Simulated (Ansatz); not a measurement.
Input and output for Li (begun as A7 type, now fcc): DFT, PBE, all-electron LAPW, scalar-relativistic (Ansatz 0.2.0). This run: volume at 0.6 of the series' base cell.

The cell comes from a relaxation on PAW files under the same functional, begun from a prototype that needn't be the stable phase.

Command: `ansatz run input.yaml --threads 1 --pin off --max-ram 2048MiB --backend cpu --events-out ev --progress --plain --runs-dir out` It took 6.7 s on 1 thread of Arm Neoverse V1 (shared host), peak memory 0.24 GiB.

```yaml
crystal:
  lattice:
    - [1.2864738059, -0.7427459982, 4.234374661]
    - [0.0, 1.4854919963, 4.234374661]
    - [-1.2864738059, -0.7427459982, 4.234374661]
  atoms:
    - { symbol: Li, position: [0.25, 0.25, 0.25] }
    - { symbol: Li, position: [-0.25, -0.25, -0.25] }
kpoints:
  mp_grid: { grid: [13, 13, 13] }
scf:
  occupations: { method: fermi_dirac, width: 0.08 }
hamiltonian:
  xc: pbe
  pseudopotentials: { kind: all_electron, lapw: { basis_error: 0.001 } }
output:
  forces: true
  stress: true
  eigenvalues: true
  populations: true
```

Output:

```
Li: projections on atomic orbitals take those of the free atom 1s2 2s1, of charge +0.00 (hamiltonian.pseudopotentials.projection_atoms)
LAPW: plane waves up to 5.442 Å⁻¹, error target 1.0e-3 eV per atom; small_component_spin mean_spin; Li in spheres of 1.286 Å, 3 of its electrons in bands, Dirac shells [] (how accurate: hamiltonian.pseudopotentials.lapw.basis_error, Limitations)
Engine: ansatz 0.2.0
Pseudopotentials: kind: all_electron
Pseudopotential: Li, LAPW, valence charge 3, lapw/all_electron/scalar/gaussian/Li, Koelling and Harmon's equation, gaussian nucleus
Functional definition: PBE
  parameter kappa = 0.804
  parameter beta = 0.06672455060314922
  exchange = pbe_x(kappa = kappa, mu = beta*pi^2/3)
  correlation = pbe_c(beta = beta)
Crystal: 2 atoms, lattice volume = 24.276 Å³
Basis set: ecut = 112.84091383798342 eV, 61 PW (Γ), FFT grids on a1−a3, a2−a3, a3, exchange–correlation at level 2
Bands: 7, of which v1, the nominal top of the filled ones, is band 3 counted from 1 (2 counted from 0)
Symmetry: 24 space group operations
Space group: R-3m (ITA 166), of the structure as read, at distance tolerance 2.9e-5 Å
k-points: 231 of 2197
Non-local potential: Li, projectors of the file, none
Initial density: superposition of atomic densities (chi_scale 0.1, normalization cell)
Initial wavefunctions: plane waves of lowest kinetic energy (no species holds an atomic orbital)
Functional: x = pbe(κ = 0.804, μ = 0.2195149727645171), c = pbe(β = 0.06672455060314922)
iter 1 solved again at ethr=6.24e-5 eV; its pass at ethr=1.00e-1 eV (dr2=3.74e-3 eV) is discarded
SCF iter   1: F=—  HF=-408.812574 eV  |F-HF|=—  |Δ(HF+E_count)|=         —  Δρ=4.52e-3  dr2=3.71e-3  ethr=6.24e-5  ⟨swp⟩=3.8  Hψ=14109  notcnv=0
preconditioner: auto → none  [metal: Δε(μ)=0.002 eV  Ē_g=8.655 eV  σ=0.080 eV  W_gap=0.00  n_scr=2 (ndim 8)  ℏωp=10.7 eV  f_vac=0.000  D(μ)=0.98/eV (n_scr^D=2)  sad-step TF]
SCF iter   2: F=—  HF=-408.809916 eV  |F-HF|=—  |Δ(HF+E_count)|=   2.66e-3  Δρ=2.82e-3  dr2=1.55e-3  ethr=6.18e-5  ⟨swp⟩=2.0  Hψ=4080  notcnv=0
iter 3 solved again at ethr=4.44e-7 eV; its pass at ethr=2.59e-5 eV (dr2=2.66e-5 eV) is discarded
SCF iter   3: F=—  HF=-408.809399 eV  |F-HF|=—  |Δ(HF+E_count)|=   5.16e-4  Δρ=3.40e-4  dr2=2.65e-5  ethr=4.44e-7  ⟨swp⟩=2.0  Hψ=7398  notcnv=0
SCF iter   4: F=-408.809410 eV  HF=-408.809410 eV  |F-HF|=6.81e-8  |Δ(HF+E_count)|=   1.06e-5  Δρ=2.09e-5  dr2=9.97e-8  ethr=4.42e-7  ⟨swp⟩=2.0  Hψ=4080  notcnv=0
SCF 1 converged in 4 iterations: F = -408.809410 eV  dr2 = 9.97e-8
SCF converged after 4 iterations
Free energy (F): -408.809410 eV
Harris-Foulkes:  -408.809410 eV  (|F-HF|=6.81e-8)
Internal energy: -408.789743 eV  (E = F + TS)
E sigma→0 (E₀):  -408.799577 eV
Entropy (-TS):   -0.019667 eV (-9.833 meV/atom)
Fermi energy:    2.912204 eV
--- Per-component energies (eV) ---
  E_band       = -168.577130
  E_kinetic    = 412.948765
  E_xc         = -103.772679
  E_electrostatic = -717.965829  (all electrons and nuclei)
  E_smearing   = -0.019667  (= −TS)
  E_closure    = 0.000000  (closes the sum)
  E_atoms      = -405.569258  (free atoms, spherical and without spin; not in F)
  Σ components = -408.809410   (vs F -408.809410, Δ=0.00e0)
  Basis errors (estimates in eV, not in F): energy 2.6e-4 per atom: plane waves 2.6e-4 (1.8e-4 summed), levels above the bands 2.7e-55, relativity 4.0e-9, radial functions 4.5e-6, core shells 0.0e0; eigenvalues (radial functions only) 5.4e-5; not estimated: angular momenta, meshes, grids; target (lapw.basis_error) 1.0e-3; muffin-tin radii Li 1.286 Å
--- Forces (eV/Å), atoms counted from 1 ---
  atom   1  Li     0.00000000     0.00000000     0.00000000
  atom   2  Li     0.00000000     0.00000000     0.00000000
  max |Σ_I F_I| component: 0.00e0 eV/Å
--- Stress (GPa, compression-positive) ---
       16.452657       0.000000       0.000000
        0.000000      16.452657      -0.000000
        0.000000      -0.000000      16.733657
  P = ⅓ Tr σ = 16.5463 GPa (165.463 kbar)
--- Band table (eV; the first three rows and the last of 231) ---
  k-point 0: bands = ["-42.9192", "-42.8029", "-1.1747", "2.5376", "7.9160", "21.0881", "21.0881"]
  k-point 1: bands = ["-42.9129", "-42.8001", "-1.0669", "2.6981", "7.9245", "19.9962", "20.4467"]
  k-point 2: bands = ["-42.8951", "-42.7926", "-0.7399", "3.1722", "7.9369", "17.4277", "19.2769"]
  k-point 230: bands = ["-42.8588", "-42.8543", "0.1047", "0.2300", "13.9226", "14.4669", "19.6795"]
--- Löwdin populations: 2 sites ---
  site symbol       q [e]
     0     Li      2.9033
     1     Li      2.9033
  spilling = 0.032248 (of n_electrons = 6.000000)
```

populations.tsv:

```
# site	symbol	l	j	q
# orbitals = lowdin
# n_electrons = 6.000000
# spilling = 0.032248
# projection_atom_Li: 1s2 2s1
0	Li	0_1S	-	1.978927
0	Li	0_2S	-	0.924328
1	Li	0_1S	-	1.978927
1	Li	0_2S	-	0.924328
```

Next run (volume at 0.52 of the series' base cell), as changes to the input before:

```diff
   lattice:
-    - [1.2864738059, -0.7427459982, 4.234374661]
-    - [0.0, 1.4854919963, 4.234374661]
-    - [-1.2864738059, -0.7427459982, 4.234374661]
+    - [1.2265492154, -0.7081485197, 4.0371353806]
+    - [0.0, 1.4162970393, 4.0371353806]
+    - [-1.2265492154, -0.7081485197, 4.0371353806]
   atoms:
```

Results part of the output:

```
SCF 1 converged in 5 iterations: F = -408.379178 eV  dr2 = 1.88e-10
SCF converged after 5 iterations
Free energy (F): -408.379178 eV
Harris-Foulkes:  -408.379178 eV  (|F-HF|=3.30e-10)
Internal energy: -408.360556 eV  (E = F + TS)
E sigma→0 (E₀):  -408.369867 eV
Entropy (-TS):   -0.018622 eV (-9.311 meV/atom)
Fermi energy:    3.646352 eV
--- Per-component energies (eV) ---
  E_band       = -163.584888
  E_kinetic    = 415.547591
  E_xc         = -104.524049
  E_electrostatic = -719.384098  (all electrons and nuclei)
  E_smearing   = -0.018622  (= −TS)
  E_closure    = 0.000000  (closes the sum)
  E_atoms      = -405.569258  (free atoms, spherical and without spin; not in F)
  Σ components = -408.379178   (vs F -408.379178, Δ=0.00e0)
  Basis errors (estimates in eV, not in F): energy 2.6e-4 per atom: plane waves 2.5e-4 (1.8e-4 summed), levels above the bands 1.1e-60, relativity 2.4e-9, radial functions 4.5e-6, core shells 0.0e0; eigenvalues (radial functions only) 2.2e-5; not estimated: angular momenta, meshes, grids; target (lapw.basis_error) 1.0e-3; muffin-tin radii Li 1.227 Å
--- Forces (eV/Å), atoms counted from 1 ---
  atom   1  Li     0.00000000     0.00000000     0.00000000
  atom   2  Li     0.00000000    -0.00000000     0.00000000
  max |Σ_I F_I| component: 0.00e0 eV/Å
--- Stress (GPa, compression-positive) ---
       26.785418      -0.000000       0.000000
       -0.000000      26.785418      -0.000000
        0.000000      -0.000000      27.217542
  P = ⅓ Tr σ = 26.9295 GPa (269.295 kbar)
--- Band table (eV; the first three rows and the last of 231) ---
  k-point 0: bands = ["-42.0955", "-41.9089", "-0.4745", "3.1505", "9.4784", "23.7041", "23.7041"]
  k-point 1: bands = ["-42.0854", "-41.9045", "-0.3687", "3.3300", "9.4578", "22.4994", "22.9763"]
  k-point 2: bands = ["-42.0570", "-41.8928", "-0.0459", "3.8602", "9.3846", "19.6841", "21.6663"]
  k-point 230: bands = ["-41.9988", "-41.9917", "0.7907", "0.9149", "15.8098", "16.4076", "22.1516"]
--- Löwdin populations: 2 sites ---
  site symbol       q [e]
     0     Li      2.9010
     1     Li      2.9010
  spilling = 0.032998 (of n_electrons = 6.000000)
```

Next run (volume at 0.45 of the series' base cell), as changes to the input before:

```diff
   lattice:
-    - [1.2265492154, -0.7081485197, 4.0371353806]
-    - [0.0, 1.4162970393, 4.0371353806]
-    - [-1.2265492154, -0.7081485197, 4.0371353806]
+    - [1.1688390225, -0.6748295243, 3.8471846972]
+    - [0.0, 1.3496590485, 3.8471846972]
+    - [-1.1688390225, -0.6748295243, 3.8471846972]
   atoms:
   mp_grid: { grid: [13, 13, 13] }
+  band_path:
+    path:
+      - [0.0, 0.0, 0.0]
+      - [1.0, 1.0, 1.0]
+      - [1.2512848025, 1.0, 0.7487151975]
+      - [0.7487151975, 0.2512848025, 0.0]
+      - [0.5, 0.5, 0.0]
+      - [0.0, 0.0, 0.0]
+      - [0.3743575988, 0.0, -0.3743575988]
+      - [1.0, 0.6256424012, 0.3743575988]
+      - [1.0, 0.5, 0.5]
+    npoints: 8
 scf:
   populations: true
+  dos: { projected: true, de: 0.2, e_range: [-14, 8] }
```

Results part of the output:

```
SCF 1 converged in 5 iterations: F = -407.781574 eV  dr2 = 2.10e-10
NSCF: frozen V_eff on 65 k-points
SCF converged after 5 iterations
Free energy (F): -407.781574 eV
Harris-Foulkes:  -407.781574 eV  (|F-HF|=1.24e-10)
Internal energy: -407.764112 eV  (E = F + TS)
E sigma→0 (E₀):  -407.772843 eV
Entropy (-TS):   -0.017462 eV (-8.731 meV/atom)
Fermi energy:    4.485301 eV
--- Per-component energies (eV) ---
  E_band       = -158.071486
  E_kinetic    = 418.580297
  E_xc         = -105.345445
  E_electrostatic = -720.998964  (all electrons and nuclei)
  E_smearing   = -0.017462  (= −TS)
  E_closure    = 0.000000  (closes the sum)
  E_atoms      = -405.569258  (free atoms, spherical and without spin; not in F)
  Σ components = -407.781574   (vs F -407.781574, Δ=0.00e0)
  Basis errors (estimates in eV, not in F): energy 2.7e-4 per atom: plane waves 2.6e-4 (1.8e-4 summed), levels above the bands 1.3e-66, relativity 2.0e-9, radial functions 6.2e-6, core shells 0.0e0; eigenvalues (radial functions only) 2.5e-5; not estimated: angular momenta, meshes, grids; target (lapw.basis_error) 1.0e-3; muffin-tin radii Li 1.169 Å
--- Forces (eV/Å), atoms counted from 1 ---
  atom   1  Li     0.00000000     0.00000000     0.00000000
  atom   2  Li     0.00000000     0.00000000     0.00000000
  max |Σ_I F_I| component: 4.31e-27 eV/Å
--- Stress (GPa, compression-positive) ---
       41.727454      -0.000000       0.000000
       -0.000000      41.727454      -0.000000
        0.000000      -0.000000      42.353918
  P = ⅓ Tr σ = 41.9363 GPa (419.363 kbar)
--- Band table (eV; the first three rows and the last of 231) ---
  k-point 0: bands = ["-41.2419", "-40.9479", "0.4145", "3.8453", "11.2816", "26.6302", "26.6302"]
  k-point 1: bands = ["-41.2262", "-40.9411", "0.5144", "4.0461", "11.2227", "25.3006", "25.8041"]
  k-point 2: bands = ["-41.1817", "-40.9230", "0.8220", "4.6390", "11.0385", "22.2145", "24.3394"]
  k-point 230: bands = ["-41.0901", "-41.0789", "1.6245", "1.7437", "17.9348", "18.5918", "24.9218"]
--- Löwdin populations: 2 sites ---
  site symbol       q [e]
     0     Li      2.8988
     1     Li      2.8988
  spilling = 0.033740 (of n_electrons = 6.000000)
```

The structure type is held throughout; the real material can change phase at far lower pressure.
